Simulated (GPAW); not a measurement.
Write an ASE script for GPAW 26.7.0 that does the following.

```
Task                : single point
Functional          : LDA
Potentials or basis : the program's PAW data sets (release 1.2.1) made for this functional
Cutoff              : 450 eV
Basis               : pw
k mesh              : 7 × 7 × 7
Occupations         : fermi-dirac, width 0.05 eV
Spin                : no spin polarisation
Maxiter             : 120
Convergence         : default
```

Crystal: Sb.

```
CELL_PARAMETERS angstrom
3.16000 0.00000 0.00000
0.00000 3.16000 0.00000
0.00000 0.00000 3.16000
ATOMIC_POSITIONS crystal
Sb 0.00000 0.00000 0.00000
```

This isn't the form of Sb at room conditions, which is rhombohedral.

These files were run (other wordings do the same):

run.py

```python
from ase import Atoms
from ase.dft.bandgap import bandgap
from ase.io import write
from ase.units import GPa
from gpaw import GPAW, PW

atoms = Atoms(['Sb'],
              cell=[[3.16, 0.0, 0.0],
                    [0.0, 3.16, 0.0],
                    [0.0, 0.0, 3.16]],
              scaled_positions=[[0.0, 0.0, 0.0]],
              pbc=True)

calc = GPAW(mode=PW(450),
            xc='LDA',
            kpts={'size': (7, 7, 7), 'gamma': True},
            occupations={'name': 'fermi-dirac', 'width': 0.05},
            nbands=15,
            maxiter=120,
            txt='gpaw.txt')
atoms.calc = calc
energy = atoms.get_potential_energy()
forces = atoms.get_forces()
stress = atoms.get_stress()
calc.write('gs.gpw')
write('result.traj', atoms)
print(f'Energy: {energy:.6f} eV')
print('Forces (eV/A):')
print(forces.round(4))
print('Stress (GPa):', (stress / GPa).round(3))
print('Fermi level:', round(calc.get_fermi_level(), 4), 'eV')
print(f'Gap: {bandgap(calc)[0]:.4f} eV, direct: {bandgap(calc, direct=True)[0]:.4f} eV')
```

Potentials or basis: the program's PAW data sets (release 1.2.1) made for this functional, pw.

Launch:

```console
$ OMP_NUM_THREADS=1 python run.py
```

It gave:

```
Pressure               : -7.7 GPa
Band gap on the k mesh : none (metal or under the smearing width)
```

Caveat: the cutoff is short for stress and forces, so pressures can be off by a GPa or more.

Wall time 2.9 s on 1 thread of Arm Neoverse V2, on a shared host, peak memory 0.12 GiB.
